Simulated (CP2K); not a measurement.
Crystal: Te2Mo.

```
Te Mo
1.0
     3.51820    0.00000    0.00000
    -1.75910    3.04685    0.00000
     0.00000    0.00000   13.97360
Te Mo
4 2
Direct
  0.66667 0.33333 0.37900
  0.33333 0.66667 0.87900
  0.66667 0.33333 0.12100
  0.33333 0.66667 0.62100
  0.66667 0.33333 0.75000
  0.33333 0.66667 0.25000
```

Base run:

* Program: CP2K 2026.2
* Functional: LDA
* Potentials or basis: POTENTIAL_UZH Te GTH-PBE-q6, Mo GTH-PBE-q14; DZVP-MOLOPT-PBE-GTH basis
* Density cutoff: 9184 eV
* k mesh: 9 × 9 × 2
* Occupations: fermi-dirac, width 0.05 eV
* Spin: no spin polarisation

Its results: band gap on the k mesh 0.85 eV, indirect (least direct gap 1.04 eV); pressure 2.5 GPa; largest force 0.231 eV/Å.

Task: After a change of settings the same cell gave: band gap on the k mesh 0.87 eV, indirect (least direct gap 1.05 eV); pressure 6.1 GPa; largest force 0.580 eV/Å. Which change was it?
A. functional from LDA to rev-vdW-DF2
B. functional from LDA to WC
C. functional from LDA to PBEsol

Result: A.

Caveats: the potentials were made for another functional, which shifts forces and pressure; spin-orbit coupling is left out, which moves the levels of the heavy elements; an odd mesh through Γ misses points on the zone boundary, where band edges often lie; the basis of atomic orbitals isn't converged, which shifts pressures, moduli and gaps.
